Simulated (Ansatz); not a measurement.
**NaH under changes of volume**

One of the cells (14.527 Å³/atom); the others are scaled copies at fixed shape and fractional positions:

```
CELL_PARAMETERS angstrom
0.00000 2.44000 2.44000
2.44000 0.00000 2.44000
2.44000 2.44000 0.00000
ATOMIC_POSITIONS crystal
Na 0.00000 0.00000 0.00000
H 0.50000 0.50000 0.50000
```

```yaml
Program: Ansatz 0.2.0
Functional: PBEsol
Potentials_or_basis: Ansatz PAW
Cutoff: "420 eV (not typed: the program's choice for these potentials)"
k_mesh: 9 × 9 × 9
Occupations: fermi-dirac, width 0.05 eV
Spin: no spin polarisation
```

```csv
volume (Å³/atom),energy over the lowest point (meV/atom),pressure (GPa),gap on the mesh (eV)
13.655,0.00,0.2,3.93
13.946,0.14,-0.3,3.89
14.236,1.15,-0.8,3.86
14.527,2.94,-1.2,3.82
14.817,5.43,-1.6,3.79
15.108,?,?,?
15.398,12.28,-2.2,3.72
```

Task: What does the run at 15.108 Å³/atom give?

Result: Energy over the lowest point 8.56 meV/atom; pressure -1.9 GPa; gap on the mesh 3.76 eV.

Worked out: A Birch-Murnaghan fit of order 3 (a polynomial in V^(-2/3)) to the other rows has its minimum at 13.75 Å³/atom with B0 = V·E''(V) = 24 GPa and B' = 3.8. It gives 8.57 meV/atom at 15.108 Å³/atom, against the run's 8.56, and -dE/dV = -1.9 GPa, against -1.9. A straight line through the other rows of the gap, of slope -1.73 eV per unit of ln V, gives 3.75 eV, against the run's 3.76.

Energies are extrapolated to zero smearing.

Caveats: odd divisions of the mesh miss points on the zone boundary, where band edges often lie, so the gap on the mesh can be too wide; the PAW data sets come from PBE, with cores solved anew for the run's functional, which leaves a small shift of forces and pressure.

A mesh can miss the band edges.
